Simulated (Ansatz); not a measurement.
Wires are cut from relaxed bulk Zr (P6_3/mmc, 23.39 Å³/atom, gap on the mesh 0.00 eV); atoms and period are relaxed, and energies count from that bulk.

These are results of Ansatz 0.2.0, DFT PBE, scalar-relativistic, plane waves, PAW, not measurements.

Cutoff 420 eV, Gaussian smearing of 0.05 eV, energies at zero smearing, symmetry of each start kept, no spin polarisation.

```json
{"start": "[001] wire, 6 host atoms a period*", "atoms": "6", "k mesh": "1×1×7", "excess energy (eV per host atom)": "1.278", "line energy (eV/Å)": "2.473", "period (Å)": "3.100", "gap on the mesh (eV)": "0", "highest filled level or Fermi level under vacuum (eV)": "-"}
{"start": "[001] wire, 10 host atoms a period", "atoms": "10", "k mesh": "1×1×7", "excess energy (eV per host atom)": "1.466", "line energy (eV/Å)": "3.036", "period (Å)": "4.829", "gap on the mesh (eV)": "0", "highest filled level or Fermi level under vacuum (eV)": "3.21"}
```

* ends far from its start.

Each run keeps its start's symmetry and one magnetic start, so lower states can exist.

Cost: 2 runs of about 19 core-minutes in all, on Intel Xeon 6975P-C (Granite Rapids) (shared hosts).